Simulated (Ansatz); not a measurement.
# Dielectric response of SiC (10-10) films, part 3 of 5

Aim: the electronic and static ε of wurtzite SiC (10-10) from films of several thicknesses in a field.

Ansatz 0.2.0; plane-wave DFT, r2SCAN, Ansatz PAW (the session's first sound run).

So far. Step 8 (Field on, atoms free, 12 atoms, field -0.05 V/Å): The dipole is -0.0347 e·Å, and the gap on the mesh 1.646 eV. Step 9 (Response with the atoms relaxed, 12 atoms, units 3): The induced dipole is that of a conductor 8.07 Å thick.

**10. Relaxing the film, 16 atoms, units 4**

This step: plane-wave DFT, r2SCAN, Ansatz PAW (Ansatz 0.2.0).

System of this step: SiC (10-10), 4 units. The cell holds 16 atoms: 8 Si and 8 C. Its edges and angles: a = 3.080 Å, b = 5.050 Å, c = 26.891 Å, α = 90.0°, β = 90.0°, γ = 90.0°. It derives from SiC (wurtzite SiC). Vacuum lies along c.

The next thickness, treated alike, so that differences show the interior and the faces cancel.

input.yaml reads:

```yaml
crystal:
  lattice:
    - [3.08, 0.0, 0.0]
    - [0.0, 5.05, 0.0]
    - [0.0, 0.0, 26.8911941455]
  atoms:
    - { symbol: Si, position: [0.0, 0.0, 0.3346820506] }
    - { symbol: C, position: [0.0, 0.375, 0.3346820506] }
    - { symbol: Si, position: [0.5, 0.5, 0.3677456405] }
    - { symbol: C, position: [0.5, 0.875, 0.3677456405] }
    - { symbol: Si, position: [0.5, 0.0, 0.4338728202] }
    - { symbol: C, position: [0.5, 0.375, 0.4338728202] }
    - { symbol: Si, position: [0.0, 0.5, 0.4669364101] }
    - { symbol: C, position: [0.0, 0.875, 0.4669364101] }
    - { symbol: Si, position: [0.0, 0.0, 0.5330635899] }
    - { symbol: C, position: [0.0, 0.375, 0.5330635899] }
    - { symbol: Si, position: [0.5, 0.5, 0.5661271798] }
    - { symbol: C, position: [0.5, 0.875, 0.5661271798] }
    - { symbol: Si, position: [0.5, 0.0, 0.6322543595] }
    - { symbol: C, position: [0.5, 0.375, 0.6322543595] }
    - { symbol: Si, position: [0.0, 0.5, 0.6653179494] }
    - { symbol: C, position: [0.0, 0.875, 0.6653179494] }
kpoints:
  mp_grid: { grid: [8, 6, 1] }
hamiltonian:
  xc: r2scan
scf:
  occupations: { method: fixed }
  convergence: { dr2_threshold: 1.0e-09 }
efield:
  axis: 3
  dipole_correction: true
  ramp_position: 0.97
  ramp_width: 0.06
relax:
  f_tol: 0.003
  max_steps: 100
output:
  write_potential: true
  write_density: true
  volumetric_format: npy
```

On the command line:

```
$ ansatz run input.yaml --threads 8 --pin off --max-ram 12288MiB --backend cpu --events-out ev --progress --plain --runs-dir out
```

Numbers of over 12 decimals in the logs are rounded to 6 here.

The program printed:

```text
[...]
Crystal: 16 atoms, lattice volume = 418.266 Å³
Basis set: ecut = 500 eV, 10671 PW (Γ), exchange–correlation on 96×160×800 points (64 copies of the dense FFT grid, shifted against one another)
Bands: 48, of which v1, the nominal top of the filled ones, is band 32 counted from 1 (31 counted from 0)
Symmetry: 2 space group operations
[...]
- { symbol: Si, position: [0.0, 0.000205154, 0.533309] }
    - { symbol: C, position: [0.0, 0.376537, 0.533450] }
    - { symbol: Si, position: [0.5, 0.504308, 0.565284] }
    - { symbol: C, position: [0.5, 0.877877, 0.565640] }
    - { symbol: Si, position: [0.5, -0.00954865, 0.634636] }
    - { symbol: C, position: [0.5, 0.364676, 0.633508] }
    - { symbol: Si, position: [0.0, 0.522684, 0.655862] }
    - { symbol: C, position: [0.0, 0.863262, 0.661413] }
[key lines of the parts left out:]
SCF converged after 2 iterations
Free energy (F): -7125.576578 eV
Fermi energy:    0.362261 eV
Dipole field:    D = -0.000000 V/Å  (p = -0.000000 e·Å, saw-weighted, corrected)
Work function:   Φ+ = 5.6688 eV   Φ− = 5.6688 eV
```

Run time: 72 s. Hardware: 8 threads of Arm Neoverse V2, shared host; peak memory 2.1 GiB.

Step by step:

| step | energy less that of the first step (eV) | largest force component (eV/Å) |
| --- | --- | --- |
| 1 | 0.0000 | 2.6090 |
| 2 | -1.0584 | 1.7387 |
| 3 | -1.3496 | 1.9948 |
| 4 | -1.4560 | 0.1100 |
| 5 | -1.4592 | 0.0424 |
| 6 | -1.4595 | 0.0061 |
| 7 | -1.4596 | 0.0017 |

Forces are held to the 2 operations that the run works with; a distortion that breaks them can't arise in this run.

The atoms that moved most (Å):

| atom | dx | dy | dz | length |
| --- | --- | --- | --- | --- |
| Si15 | 0.000 | 0.115 | -0.254 | 0.279 |
| Si1 | 0.000 | 0.115 | 0.254 | 0.279 |
| C16 | 0.000 | -0.059 | -0.105 | 0.121 |
| C2 | 0.000 | -0.059 | 0.105 | 0.121 |
| Si3 | 0.000 | -0.048 | -0.064 | 0.080 |
| Si13 | 0.000 | -0.048 | 0.064 | 0.080 |
| C14 | 0.000 | -0.052 | 0.034 | 0.062 |
| C4 | 0.000 | -0.052 | -0.034 | 0.062 |

Final coordinates:

```cif
data_structure
_symmetry_space_group_name_H-M 'P 1'
_symmetry_Int_Tables_number 1
_cell_length_a 3.0800
_cell_length_b 5.0500
_cell_length_c 26.8912
_cell_angle_alpha 90.000
_cell_angle_beta 90.000
_cell_angle_gamma 90.000
_cell_volume 418.27
loop_
_atom_site_label
_atom_site_type_symbol
_atom_site_fract_x
_atom_site_fract_y
_atom_site_fract_z
_atom_site_occupancy
Si1 Si 0.00000 0.02268 0.34414 1
C2 C 0.00000 0.36326 0.33859 1
Si3 Si 0.50000 0.49045 0.36536 1
C4 C 0.50000 0.86468 0.36649 1
Si5 Si 0.50000 0.00431 0.43472 1
C6 C 0.50000 0.37788 0.43436 1
Si7 Si 0.00000 0.50021 0.46669 1
C8 C 0.00000 0.87654 0.46655 1
Si9 Si 0.00000 0.00021 0.53331 1
C10 C 0.00000 0.37654 0.53345 1
Si11 Si 0.50000 0.50431 0.56528 1
C12 C 0.50000 0.87788 0.56564 1
Si13 Si 0.50000 0.99045 0.63464 1
C14 C 0.50000 0.36468 0.63351 1
Si15 Si 0.00000 0.52268 0.65586 1
C16 C 0.00000 0.86326 0.66141 1
```

The relaxation took 7 steps and lowered the energy by 1.5 eV; the largest force on the free atoms ends at 0.0017 eV/Å.

The gap is 1.73 eV, with the valence edge 5.67 eV and the conduction edge 3.94 eV under the upper vacuum level.

**11. Single point on the relaxed film, 16 atoms, units 4**

The next thickness, treated alike, so that differences show the interior and the faces cancel.

input.yaml reads:

```yaml
crystal:
  lattice:
    - [3.08, 0.0, 0.0]
    - [0.0, 5.05, 0.0]
    - [0.0, 0.0, 26.8911941455]
  atoms:
    - { symbol: Si, position: [0.0, 0.0226838974, 0.3441377221] }
    - { symbol: C, position: [0.0, 0.3632623271, 0.3385867686] }
    - { symbol: Si, position: [0.5, 0.49045135, 0.3653644799] }
    - { symbol: C, position: [0.5, 0.8646755499, 0.3664920594] }
    - { symbol: Si, position: [0.5, 0.004307657, 0.4347159072] }
    - { symbol: C, position: [0.5, 0.3778773985, 0.434359558] }
    - { symbol: Si, position: [0.0, 0.5002051546, 0.4666905687] }
    - { symbol: C, position: [0.0, 0.8765366694, 0.466549595] }
    - { symbol: Si, position: [0.0, 0.0002051543, 0.5333094314] }
    - { symbol: C, position: [0.0, 0.3765366686, 0.5334504052] }
    - { symbol: Si, position: [0.5, 0.5043076566, 0.5652840928] }
    - { symbol: C, position: [0.5, 0.8778773984, 0.5656404422] }
    - { symbol: Si, position: [0.5, -0.0095486517, 0.6346355199] }
    - { symbol: C, position: [0.5, 0.3646755481, 0.6335079406] }
    - { symbol: Si, position: [0.0, 0.5226838959, 0.6558622777] }
    - { symbol: C, position: [0.0, 0.8632623258, 0.6614132314] }
kpoints:
  mp_grid: { grid: [8, 6, 1] }
hamiltonian:
  xc: r2scan
scf:
  occupations: { method: fixed }
  convergence: { dr2_threshold: 1.0e-09 }
efield:
  axis: 3
  dipole_correction: true
  ramp_position: 0.97
  ramp_width: 0.06
output:
  eigenvalues: true
  write_potential: true
  write_density: true
  volumetric_format: npy
  elf: true
```

The program printed:

```text
[...]
Crystal: 16 atoms, lattice volume = 418.266 Å³
Basis set: ecut = 500 eV, 10671 PW (Γ), exchange–correlation on 96×160×800 points (64 copies of the dense FFT grid, shifted against one another)
Bands: 48, of which v1, the nominal top of the filled ones, is band 32 counted from 1 (31 counted from 0)
Symmetry: 2 space group operations
[...]
k-point 1: bands = [... 28 lower, -0.4703, -0.1835, 0.0052, 0.2228, 3.2000, 3.3336, 3.6741, 4.1744, ... 12 higher]
  k-point 2: bands = [... 28 lower, -0.7924, -0.3266, -0.1905, 0.1313, 3.0109, 3.0782, 3.9650, 3.9915, ... 12 higher]
  k-point 19: bands = [... 28 lower, -1.8457, -1.8457, -0.0131, -0.0131, 2.1042, 2.1042, 4.4421, 4.4421, ... 12 higher]
[key lines of the parts left out:]
SCF converged after 13 iterations
Free energy (F): -7125.576578 eV
Fermi energy:    0.362255 eV
Dipole field:    D = -0.000001 V/Å  (p = -0.000003 e·Å, saw-weighted, corrected)
Work function:   Φ+ = 5.6688 eV   Φ− = 5.6688 eV
```

Run time: 19 s. Hardware: 8 threads; peak memory 2.1 GiB.

The gap is 1.73 eV, with the valence edge 5.67 eV and the conduction edge 3.94 eV under the upper vacuum level.

**12. Atoms held, 16 atoms, units 4, field 0.05 V/Å**

Edit input.yaml of step 11 so:

```diff
@@ -28,3 +28,3 @@
   occupations: { method: fixed }
-  convergence: { dr2_threshold: 1.0e-09 }
+  convergence: { dr2_threshold: 1.0e-10 }
 efield:
@@ -34,4 +34,4 @@
   ramp_width: 0.06
+  amplitude: 0.05
 output:
-  eigenvalues: true
   write_potential: true
@@ -39,2 +39 @@
   volumetric_format: npy
-  elf: true
```

The program printed:

```text
[...]
Crystal: 16 atoms, lattice volume = 418.266 Å³
Basis set: ecut = 500 eV, 10671 PW (Γ), exchange–correlation on 96×160×800 points (64 copies of the dense FFT grid, shifted against one another)
Bands: 48, of which v1, the nominal top of the filled ones, is band 32 counted from 1 (31 counted from 0)
Symmetry: 2 space group operations
k-points: 20 of 48 (time reversal used)
[...]
k-point 0: bands = [... 28 lower, -0.2201, -0.0279, 0.1377, 0.3605, 3.2179, 3.4159, 3.6351, 4.3347, ... 12 higher]
  k-point 1: bands = [... 28 lower, -0.4705, -0.1851, 0.0055, 0.2243, 3.1916, 3.3414, 3.6737, 4.1744, ... 12 higher]
  k-point 2: bands = [... 28 lower, -0.7927, -0.3262, -0.1924, 0.1330, 2.9962, 3.0925, 3.9631, 3.9928, ... 12 higher]
  k-point 19: bands = [... 28 lower, -1.8563, -1.8352, -0.0408, 0.0144, 2.0769, 2.1312, 4.4396, 4.4439, ... 12 higher]
[key lines of the parts left out:]
SCF converged after 12 iterations
Free energy (F): -7125.577649 eV
Fermi energy:    0.364000 eV
Dipole field:    D = 0.018522 V/Å  (p = 0.042814 e·Å, saw-weighted, corrected)
```

It took 16 s on 8 threads; peak memory 2.1 GiB; 2 min of CPU time.

The dipole is 0.0428 e·Å, and the gap on the mesh 1.713 eV.

**13. Atoms held, 16 atoms, units 4, field -0.05 V/Å**

Edit input.yaml of step 12 so:

```diff
@@ -34,3 +34,3 @@
   ramp_width: 0.06
-  amplitude: 0.05
+  amplitude: -0.05
 output:
```

The program printed:

```text
[...]
Crystal: 16 atoms, lattice volume = 418.266 Å³
Basis set: ecut = 500 eV, 10671 PW (Γ), exchange–correlation on 96×160×800 points (64 copies of the dense FFT grid, shifted against one another)
Bands: 48, of which v1, the nominal top of the filled ones, is band 32 counted from 1 (31 counted from 0)
Symmetry: 2 space group operations
k-points: 20 of 48 (time reversal used)
[...]
k-point 0: bands = [... 28 lower, -0.2201, -0.0279, 0.1377, 0.3605, 3.2179, 3.4159, 3.6351, 4.3347, ... 12 higher]
  k-point 1: bands = [... 28 lower, -0.4705, -0.1851, 0.0055, 0.2243, 3.1916, 3.3414, 3.6737, 4.1744, ... 12 higher]
  k-point 2: bands = [... 28 lower, -0.7927, -0.3262, -0.1924, 0.1330, 2.9962, 3.0925, 3.9631, 3.9928, ... 12 higher]
  k-point 19: bands = [... 28 lower, -1.8563, -1.8352, -0.0408, 0.0144, 2.0769, 2.1312, 4.4396, 4.4439, ... 12 higher]
[key lines of the parts left out:]
SCF converged after 12 iterations
Free energy (F): -7125.577649 eV
Fermi energy:    0.364000 eV
Dipole field:    D = -0.018522 V/Å  (p = -0.042814 e·Å, saw-weighted, corrected)
```

Elapsed: 16 s, on 8 threads; peak memory 2.1 GiB.

The dipole is -0.0428 e·Å, and the gap on the mesh 1.713 eV.

**14. Response with the atoms held, 16 atoms, units 4**

This step: plane-wave DFT, r2SCAN, Ansatz PAW; response to a field along the normal, atoms held (Ansatz 0.2.0).

Local field over the applied field, running mean. From the potentials at -0.05 and 0.05 V/Å; running mean over 2.667 Å, taken twice. Table of local field over applied field by z:

| z (Å) | local field over applied field |
| --- | --- |
| 4.5 | 0.995 |
| 5.0 | 0.987 |
| 5.5 | 0.968 |
| 6.0 | 0.928 |
| 6.5 | 0.861 |
| 7.0 | 0.764 |
| 7.5 | 0.641 |
| 8.0 | 0.505 |
| 8.5 | 0.373 |
| 9.0 | 0.264 |
| 9.5 | 0.188 |
| 10.0 | 0.142 |
| 10.5 | 0.123 |
| 11.0 | 0.121 |
| 11.5 | 0.125 |
| 12.0 | 0.128 |
| 12.5 | 0.132 |
| 13.0 | 0.134 |
| 13.5 | 0.135 |
| 14.0 | 0.134 |
| 14.5 | 0.131 |
| 15.0 | 0.128 |
| 15.5 | 0.124 |
| 16.0 | 0.120 |
| 16.5 | 0.125 |
| 17.0 | 0.149 |
| 17.5 | 0.201 |
| 18.0 | 0.285 |
| 18.5 | 0.400 |
| 19.0 | 0.535 |
| 19.5 | 0.670 |
| 20.0 | 0.788 |
| 20.5 | 0.878 |
| 21.0 | 0.939 |
| 21.5 | 0.973 |
| 22.0 | 0.989 |
| 22.5 | 0.996 |

The induced dipole is that of a conductor 9.96 Å thick.

**15. Relaxing the film, 24 atoms, units 6**

This step: plane-wave DFT, r2SCAN, Ansatz PAW (Ansatz 0.2.0).

System of this step: SiC (10-10), 6 units. The cell holds 24 atoms: 12 Si and 12 C. Its edges and angles: a = 3.080 Å, b = 5.050 Å, c = 32.226 Å, α = 90.0°, β = 90.0°, γ = 90.0°. It derives from SiC (wurtzite SiC). Vacuum lies along c.

The next thickness, treated alike, so that differences show the interior and the faces cancel.

input.yaml reads:

```yaml
crystal:
  lattice:
    - [3.08, 0.0, 0.0]
    - [0.0, 5.05, 0.0]
    - [0.0, 0.0, 32.2259106328]
  atoms:
    - { symbol: Si, position: [0.0, 0.0, 0.2792783764] }
    - { symbol: C, position: [0.0, 0.375, 0.2792783764] }
    - { symbol: Si, position: [0.5, 0.5, 0.3068685794] }
    - { symbol: C, position: [0.5, 0.875, 0.3068685794] }
    - { symbol: Si, position: [0.5, 0.0, 0.3620489853] }
    - { symbol: C, position: [0.5, 0.375, 0.3620489853] }
    - { symbol: Si, position: [0.0, 0.5, 0.3896391882] }
    - { symbol: C, position: [0.0, 0.875, 0.3896391882] }
    - { symbol: Si, position: [0.0, 0.0, 0.4448195941] }
    - { symbol: C, position: [0.0, 0.375, 0.4448195941] }
    - { symbol: Si, position: [0.5, 0.5, 0.4724097971] }
    - { symbol: C, position: [0.5, 0.875, 0.4724097971] }
    - { symbol: Si, position: [0.5, 0.0, 0.5275902029] }
    - { symbol: C, position: [0.5, 0.375, 0.5275902029] }
    - { symbol: Si, position: [0.0, 0.5, 0.5551804059] }
    - { symbol: C, position: [0.0, 0.875, 0.5551804059] }
    - { symbol: Si, position: [0.0, 0.0, 0.6103608118] }
    - { symbol: C, position: [0.0, 0.375, 0.6103608118] }
    - { symbol: Si, position: [0.5, 0.5, 0.6379510147] }
    - { symbol: C, position: [0.5, 0.875, 0.6379510147] }
    - { symbol: Si, position: [0.5, 0.0, 0.6931314206] }
    - { symbol: C, position: [0.5, 0.375, 0.6931314206] }
    - { symbol: Si, position: [0.0, 0.5, 0.7207216236] }
    - { symbol: C, position: [0.0, 0.875, 0.7207216236] }
kpoints:
  mp_grid: { grid: [8, 6, 1] }
hamiltonian:
  xc: r2scan
scf:
  occupations: { method: fixed }
  convergence: { dr2_threshold: 1.0e-09 }
efield:
  axis: 3
  dipole_correction: true
  ramp_position: 0.97
  ramp_width: 0.06
relax:
  f_tol: 0.003
  max_steps: 100
output:
  write_potential: true
  write_density: true
  volumetric_format: npy
```

The program printed:

```text
[...]
Crystal: 24 atoms, lattice volume = 501.242 Å³
Basis set: ecut = 500 eV, 12789 PW (Γ), exchange–correlation on 96×160×960 points (64 copies of the dense FFT grid, shifted against one another)
Bands: 72, of which v1, the nominal top of the filled ones, is band 48 counted from 1 (47 counted from 0)
Symmetry: 2 space group operations
[...]
- { symbol: Si, position: [0.0, -0.00115232, 0.610327] }
    - { symbol: C, position: [0.0, 0.375793, 0.610407] }
    - { symbol: Si, position: [0.5, 0.503976, 0.637097] }
    - { symbol: C, position: [0.5, 0.877365, 0.637480] }
    - { symbol: Si, position: [0.5, -0.010500, 0.694958] }
    - { symbol: C, position: [0.5, 0.363857, 0.693952] }
    - { symbol: Si, position: [0.0, 0.521861, 0.712685] }
    - { symbol: C, position: [0.0, 0.862402, 0.717357] }
[key lines of the parts left out:]
SCF converged after 2 iterations
Free energy (F): -10690.868955 eV
Fermi energy:    1.800005 eV
Dipole field:    D = -0.000000 V/Å  (p = -0.000000 e·Å, saw-weighted, corrected)
Work function:   Φ+ = 5.7643 eV   Φ− = 5.7643 eV
```

Wall time 2.4 min (8 threads); peak memory 3 GiB.

Relaxation path:

| step | energy less that of the first step (eV) | largest force component (eV/Å) |
| --- | --- | --- |
| 1 | 0.0000 | 2.6109 |
| 2 | -1.0564 | 1.7406 |
| 3 | -1.3453 | 1.9792 |
| 4 | -1.4463 | 0.2139 |
| 5 | -1.4524 | 0.0385 |
| 6 | -1.4527 | 0.0172 |
| 7 | -1.4528 | 0.0040 |
| 8 | -1.4528 | 0.0003 |

The run keeps the 2 symmetry operations that it works with, so distortions that break them were not tested.

The atoms that moved most (Å):

| atom | dx | dy | dz | length |
| --- | --- | --- | --- | --- |
| Si1 | 0.000 | 0.110 | 0.259 | 0.282 |
| Si23 | 0.000 | 0.110 | -0.259 | 0.282 |
| C24 | 0.000 | -0.064 | -0.108 | 0.126 |
| C2 | 0.000 | -0.064 | 0.108 | 0.126 |
| Si3 | 0.000 | -0.053 | -0.059 | 0.079 |
| Si21 | 0.000 | -0.053 | 0.059 | 0.079 |
| C4 | 0.000 | -0.056 | -0.026 | 0.062 |
| C22 | 0.000 | -0.056 | 0.026 | 0.062 |

The relaxed structure:

```cif
data_structure
_symmetry_space_group_name_H-M 'P 1'
_symmetry_Int_Tables_number 1
_cell_length_a 3.0800
_cell_length_b 5.0500
_cell_length_c 32.2259
_cell_angle_alpha 90.000
_cell_angle_beta 90.000
_cell_angle_gamma 90.000
_cell_volume 501.24
loop_
_atom_site_label
_atom_site_type_symbol
_atom_site_fract_x
_atom_site_fract_y
_atom_site_fract_z
_atom_site_occupancy
Si1 Si 0.00000 0.02186 0.28732 1
C2 C 0.00000 0.36240 0.28264 1
Si3 Si 0.50000 0.48950 0.30504 1
C4 C 0.50000 0.86386 0.30605 1
Si5 Si 0.50000 0.00398 0.36290 1
C6 C 0.50000 0.37737 0.36252 1
Si7 Si 0.00000 0.49885 0.38967 1
C8 C 0.00000 0.87579 0.38959 1
Si9 Si 0.00000 0.00174 0.44496 1
C10 C 0.00000 0.37701 0.44514 1
Si11 Si 0.50000 0.50084 0.47250 1
C12 C 0.50000 0.87681 0.47227 1
Si13 Si 0.50000 0.00084 0.52750 1
C14 C 0.50000 0.37681 0.52773 1
Si15 Si 0.00000 0.50174 0.55504 1
C16 C 0.00000 0.87701 0.55486 1
Si17 Si 0.00000 0.99885 0.61033 1
C18 C 0.00000 0.37579 0.61041 1
Si19 Si 0.50000 0.50398 0.63710 1
C20 C 0.50000 0.87737 0.63748 1
Si21 Si 0.50000 0.98950 0.69496 1
C22 C 0.50000 0.36386 0.69395 1
Si23 Si 0.00000 0.52186 0.71268 1
C24 C 0.00000 0.86240 0.71736 1
```

Running mean over 2.667 Å of the planar mean; the ramp of the sawtooth is left out. The electron's electrostatic potential energy less the highest filled level by z:

z (Å), electron's electrostatic potential energy less the highest filled level (eV) and a bar from the least value:
```
        4       5.76 ##############################
        5       5.76 ##############################
        6       5.74 ##############################
        7       5.29 #############################
        8       0.68 ###################
        9      -6.17 ####
       10      -7.99 #
       11      -7.85 #
       12      -7.59 #
       13      -7.70 #
       14      -7.64 #
       15      -7.64 #
       16      -7.67 #
       17      -7.65 #
       18      -7.63 #
       19      -7.69 #
       20      -7.62 #
       21      -7.63 #
       22      -8.26 
       23      -6.82 ###
       24      -1.11 ###############
       25       4.88 ############################
       26       5.71 ##############################
       27       5.76 ##############################
       28       5.76 ##############################
       29       5.76 ##############################
```

The relaxation took 8 steps and lowered the energy by 1.5 eV; the largest force on the free atoms ends at 2.9e-4 eV/Å.

The gap is 1.81 eV, with the valence edge 5.76 eV and the conduction edge 3.95 eV under the upper vacuum level.

**16. The series together**

Times are for 8 threads of Arm Neoverse V2, shared host. The series side by side:

| no. | units | gap by band count (eV) | ionisation energy, upper face (eV) | electron affinity, upper face (eV) | time | memory (GiB) |
| --- | --- | --- | --- | --- | --- | --- |
| 1 | 3 | 1.655 | 5.546 | 3.890 | 55 s | 1.7 |
| 2 | 4 | 1.731 | 5.669 | 3.938 | 72 s | 2.1 |
| 3 | 6 | 1.812 | 5.764 | 3.952 | 2.4 min | 3.0 |

The runs together. Valence density, planar mean against z:

| z (Å) | 3 (e/Å³) | 4 (e/Å³) | 6 (e/Å³) |
| --- | --- | --- | --- |
| 5.5 | 5.5e-5 | 5.6e-5 | 5.6e-5 |
| 6.0 | 2.2e-4 | 2.3e-4 | 2.3e-4 |
| 6.5 | 9.0e-4 | 9.2e-4 | 9.2e-4 |
| 7.0 | 0.00364 | 0.00369 | 0.00367 |
| 7.5 | 0.0150 | 0.0152 | 0.0151 |
| 8.0 | 0.0599 | 0.0600 | 0.0596 |
| 8.5 | 0.206 | 0.205 | 0.204 |
| 9.0 | 0.453 | 0.450 | 0.448 |
| 9.5 | 0.584 | 0.582 | 0.580 |
| 10.0 | 0.452 | 0.452 | 0.454 |
| 10.5 | 0.270 | 0.274 | 0.276 |
| 11.0 | 0.255 | 0.257 | 0.258 |
| 11.5 | 0.395 | 0.392 | 0.390 |
| 12.0 | 0.544 | 0.540 | 0.537 |
| 12.5 | 0.474 | 0.473 | 0.474 |
| 13.0 | 0.306 | 0.311 | 0.314 |
| 13.5 | 0.240 | 0.249 | 0.252 |
| 14.0 | 0.359 | 0.340 | 0.339 |
| 14.5 | 0.552 | 0.506 | 0.501 |
| 15.0 | 0.540 | 0.519 | 0.517 |
| 15.5 | 0.316 | 0.356 | 0.359 |
| 16.0 | 0.107 | 0.244 | 0.256 |
| 16.5 | 0.0281 | 0.304 | 0.299 |
| 17.0 | 0.00693 | 0.496 | 0.450 |
| 17.5 | 0.00167 | 0.577 | 0.543 |
| 18.0 | 4.1e-4 | 0.398 | 0.411 |
| 18.5 | 1.0e-4 | 0.162 | 0.276 |
| 19.0 | 2.5e-5 | 0.0446 | 0.268 |
| 19.5 | 6.4e-6 | 0.0112 | 0.396 |
| 20.0 | 1.6e-6 | 0.00277 | 0.538 |
| 20.5 | 0 | 6.8e-4 | 0.467 |
| 21.0 | 0 | 1.7e-4 | 0.306 |
| 21.5 | 0 | 4.2e-5 | 0.245 |
| 22.0 | 0 | 1.1e-5 | 0.364 |
| 22.5 | 0 | 2.7e-6 | 0.550 |
| 23.0 | 0 | 6.9e-7 | 0.536 |
| 23.5 | 0 | 0 | 0.313 |
| 24.0 | 0 | 0 | 0.108 |

(Part 3 of 5 ends here.)

[Logs are printed without paths, hosts, clocks, repeated set-up lines and the standing remarks that a program may print on its own settings, such as how far it seeks lower states.]

[Hosts, paths, dates, database ids (printed as entryN), source tags and the programs' standing remarks are cut or masked in the printed files.]

[Maps of the electrostatic potential energy from Ansatz leave out the sawtooth potential of an applied field or a dipole correction, so their vacuum need not be flat; planar profiles and work functions include it.]
